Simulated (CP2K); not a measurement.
GaSb:

```
CELL_PARAMETERS angstrom
4.32608 0.00000 0.00000
2.16304 3.74649 0.00000
2.16304 1.24883 3.53223
ATOMIC_POSITIONS crystal
Sb 0.75000 0.75000 0.75000
Ga 0.00000 0.00000 0.00000
```

Base run:

| Quantity | Value |
| --- | --- |
| Program | CP2K 2026.2 |
| Functional | RPBE |
| Potentials or basis | POTENTIAL_UZH Sb GTH-PBE-q5, Ga GTH-PBE-q13; TZVP-MOLOPT-PBE-GTH basis |
| Density cutoff | 9184 eV |
| k mesh | 8 × 8 × 8 |
| Occupations | fermi-dirac, width 0.05 eV |
| Spin | no spin polarisation |

Its results: band gap on the k mesh 0.16 eV, direct; pressure 4.0 GPa.

**Question.** The run is repeated on the same cell with these changes: functional from RPBE to LDA. What comes out?

**Answer.** Band gap on the k mesh none (metal or under the smearing width); pressure 0.6 GPa.

LDA binds more tightly than RPBE, so the same cell stands under less pressure.

Caveats: the potentials were made for another functional, which shifts forces and pressure; spin-orbit coupling is left out, which moves the levels of the heavy elements; the basis of atomic orbitals isn't converged, which shifts pressures, moduli and gaps.
